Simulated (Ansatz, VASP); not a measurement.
# Rh in VASP and in Ansatz

File INCAR:

```
SYSTEM = Rh
ALGO = Normal
EDIFF = 1E-7
ENCUT = 520
GGA = PS
GGA_COMPAT = .False.
ISIF = 2
ISMEAR = 0
LASPH = .True.
LCHARG = .False.
LMAXMIX = 4
LORBIT = 11
LORBMOM = .True.
LREAL = .False.
LSORBIT = .True.
LWAVE = .False.
MAGMOM = 0 0 0 0 0 0
NBANDS = 42
NELM = 150
PREC = Accurate
SIGMA = 0.17
```

KPOINTS

```
k-points
0
Gamma
  3 3 2
  0 0 0
```

File POSCAR:

```
Rh
1.0
    2.7309790422      0.0000000000      0.0000000000
   -1.3654895211      2.3650972278      0.0000000000
    0.0000000000      0.0000000000      4.4284890000
Rh
2
Direct
    0.6666666667      0.3333333333      0.7500000000
    0.3333333333      0.6666666667      0.2500000000
```

Input for Ansatz:

```yaml
crystal:
  lattice:
    - [2.7309790422, 0.0, 0.0]
    - [-1.3654895211, 2.3650972278, 0.0]
    - [0.0, 0.0, 4.428489]
  atoms:
    - { symbol: Rh, position: [0.6666666667, 0.3333333333, 0.75] }
    - { symbol: Rh, position: [0.3333333333, 0.6666666667, 0.25] }
basis:
  ecutwfc: "20 Ha"
kpoints:
  mp_grid: { grid: [3, 3, 2] }
hamiltonian:
  xc: pbesol
scf:
  occupations: { method: gaussian, width: 0.17 }
  mixing: { ndim: 20 }
  max_iter: 64
output:
  forces: false
  stress: true
  eigenvalues: true
magnetization:
  noncollinear: true
  spin_orbit: true
```

Alike in both runs: task single point; functional PBEsol; k mesh 3 × 3 × 2; occupations gaussian, width 0.17 eV; non-collinear spin, spin-orbit coupling.

|  | VASP | Ansatz |
| --- | --- | --- |
| version | VASP 6.6.1 | Ansatz 0.2.0 |
| potentials or method | VASP PAW PBE potentials, release 64 (Rh_pv) | plane waves, PAW |
| plane-wave cutoff (eV) | 520 | 544 |
| valence electrons in the cell | 30 | 34 |

|  | VASP | Ansatz | Ansatz less VASP |
| --- | --- | --- | --- |
| gap on the k mesh at the Fermi level (eV) | none | none | - |
| pressure (GPa) | -3.5 | -3.7 | -0.18 |
| largest component of the traceless stress (GPa) | 30.66 | 30.85 | +0.192 |
| net moment per atom (μB) | 0.00 | 0.00 | 0.000 |

A gap of «none» marks a metal or a gap that the smearing closes. The functional is the same, so the differences come from potentials, cutoffs and numerics. The two sets of potentials don't hold the same shells in valence.

Caveats: the k mesh is coarse (spacing up to 0.89 Å⁻¹), so the values aren't converged; the PAW data sets were made with another functional, which shifts forces and pressure a little (VASP).
